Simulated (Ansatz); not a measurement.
# PbF2 (Fluorocronite) in Ansatz: the effect of functional

The system is PbF2 (Fluorocronite).

```xyz
3
Lattice="0.0000 2.9438 2.9438 2.9438 0.0000 2.9438 2.9438 2.9438 0.0000" Properties=species:S:1:pos:R:3 pbc="T T T"
Pb    0.0000    0.0000    0.0000
F     4.4157    4.4157    4.4157
F     1.4719    1.4719    1.4719
```

The cell isn't the ideal one: volume scaled by 0.98.

Alike in all runs:

```yaml
Program: Ansatz 0.2.0
Task: single point
Potentials_or_basis: Ansatz PAW
k_mesh: 8 × 8 × 8
Occupations: fermi-dirac, width 0.05 eV
Spin: no spin polarisation
```

Q: One run gave: gap on the mesh 4.26 eV; pressure -3.1 GPa. Which functional did it use?
A. PBEsol
B. LDA
C. r2SCAN

A: B.

```tsv
functional	cutoff	gap on the mesh (eV)	pressure (GPa)
LDA	420 eV (not typed: the program's choice for these potentials)	4.26	-3.1
PBEsol	420 eV (not typed: the program's choice for these potentials)	4.30	0.4
r2SCAN	500 eV (not typed: the program's choice for these potentials)	4.92	1.4
```

Caveats: spin-orbit coupling is left out, which as a rule narrows the gap of such compounds by several tenths of an eV; the PAW data sets come from PBE, with cores solved anew for the run's functional, which leaves a small shift of forces and pressure.

A k mesh can miss the band edges.
